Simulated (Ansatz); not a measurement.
## How far is PAW off for Co?

```
Co
1.0
     0.00000    1.83092    1.83092
     1.83092    0.00000    1.83092
     1.83092    1.83092    0.00000
Co
1
Direct
  0.00000 0.00000 0.00000
```

The cell comes from COD entry 9012936, which wasn't checked; take it as a given geometry. It was measured hot, at 1300 K. The listed cell was then made from it by scaling, straining or moving an atom.

Methods: DFT, PBE, PAW with Ansatz's default frozen-core files, scalar-relativistic (Ansatz 0.2.0); DFT, PBE, all-electron LAPW, scalar-relativistic (Ansatz 0.2.0).

For PAW: a Γ-centred 16×16×16 k mesh, Fermi–Dirac smearing of 0.08 eV, cutoff 420 eV, spin-polarised from start moments Co 2 μB. LAPW targets a basis error of 1 meV/atom. The Ansatz runs share mesh, smearing and spin set-up. Plane-wave (PAW) pressures include the program's estimate of the Pulay term.

Stress and pressure are positive in compression.

The change that made this cell: volume scaled by 1.06.

```tsv
method	moment of the cell (μB)	site moments (μB)	symmetry operations kept	pressure (GPa)
PAW	1.75	Co 1.83	48	-18.32
LAPW	1.75	Co 1.81	48	-18.33
```

(1) Can the differences be read as the error of the PAW files?

## Answers

(1) Yes, as far as these numbers show: moments and symmetry agree, so the runs reached one state, and PAW's pressure is off by +0.01 GPa.
